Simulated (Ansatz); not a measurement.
Ga: pressure and energy change per atom as volume scale varies

All results are calculated (Ansatz 0.2.0). Plane-wave DFT, scalar-relativistic PAW made under PBE with cores redone for the functional, no dispersion; the given relaxed cell is scaled uniformly, energy at zero smearing counts from the unscaled cell, pressure at the given Fermi-Dirac smearing is positive in compression.

The cell before it is scaled or strained (space group P6/mmm, No. 191):
```
cell vectors (Å)
   4.7071     0.0000     0.0000
  -2.3535     4.0765     0.0000
   0.0000     0.0000     3.0170
atoms (fractions of the cell vectors)
Ga  1.00000  1.00000  0.00000
Ga  0.33333  0.66667  0.50000
Ga  0.66667  0.33333  0.50000
```

Settings of every row: spin polarised no; functional PBE; wave cutoff 420 eV; smearing width 0.1 eV; k mesh 9x9x12.

Atom starting moment: 0 on all atoms.

Limits: the cell comes from a prototype or a list of computed structures and needn't be the stable phase.

```csv
row,volume scale,V (Å³/atom),pressure (GPa),energy change per atom (meV)
1,0.88,16.982,8.38,53.98
2,0.92,17.753,?,?
3,0.96,18.525,2.27,5.56
4,1.04,20.069,-1.51,3.49
5,1.08,20.841,-2.81,14.13
6,1.12,21.613,-3.84,30.35
```

Question: what pressure and energy change per atom should row 2 give?

Worked fit of pressure. Take u = (V_r/V)^(2/3) − 1 with V_r = 20.069 Å³ an atom, which is twice the finite (Eulerian) strain; such expansions in the strain, on which the Birch-Murnaghan equation of state is built, carry the rest volume and the bulk modulus. The shown rows have u = 0.11778, 0.05482, 0, -0.02485, -0.04821. Least squares give pressure = −1.536 + 57.918 × u + 222.23 × u² GPa; a straight line predicts inner rows, each left out in turn, worse (root mean square 0.75 against 0.062 GPa). The rows lie off it by 0.01, -0.04, 0.03, 0.03, -0.03. The pressure vanishes at u = 0.0243, or V = 19.36 Å³ an atom, and there the bulk modulus at fixed shape and fractions is B = −V dP/dV = (2/3)(1 + u) dP/du = 46.9 GPa. Letting shape and atoms relax would as a rule lower it, by much in layered, chain or molecular crystals. The withheld row has u = 0.08518, so the fit gives −1.536 + 57.918 × (0.08518) + 222.23 × (0.08518)² = 5.01 GPa.

The calculation gave 4.96 GPa. The fit lies 0.05 GPa (1 % of the value, 0.41 % of the column's range) above it; its largest miss of a shown row is 0.04 GPa.

Worked fit of energy change per atom. Take u = (V_r/V)^(2/3) − 1 with V_r = 20.069 Å³ an atom, which is twice the finite (Eulerian) strain; such expansions in the strain, on which the Birch-Murnaghan equation of state is built, carry the rest volume and the bulk modulus. The shown rows have u = 0.11778, 0.05482, 0, -0.02485, -0.04821. Least squares give energy change per atom = 3.184 − 279.367 × u + 6024.46 × u² meV; a straight line predicts inner rows, each left out in turn, worse (root mean square 20 against 0.69 meV). The rows lie off it by 0.13, -0.41, 0.31, 0.28, -0.30 (root mean square 0.3 meV). The withheld row has u = 0.08518, so the fit gives 3.184 − 279.367 × (0.08518) + 6024.46 × (0.08518)² = 23.10 meV.

The calculation gave 22.53 meV. The fit lies 0.57 meV (2.5 % of the value, 1.1 % of the column's range) above it; its largest miss of a shown row is 0.41 meV.
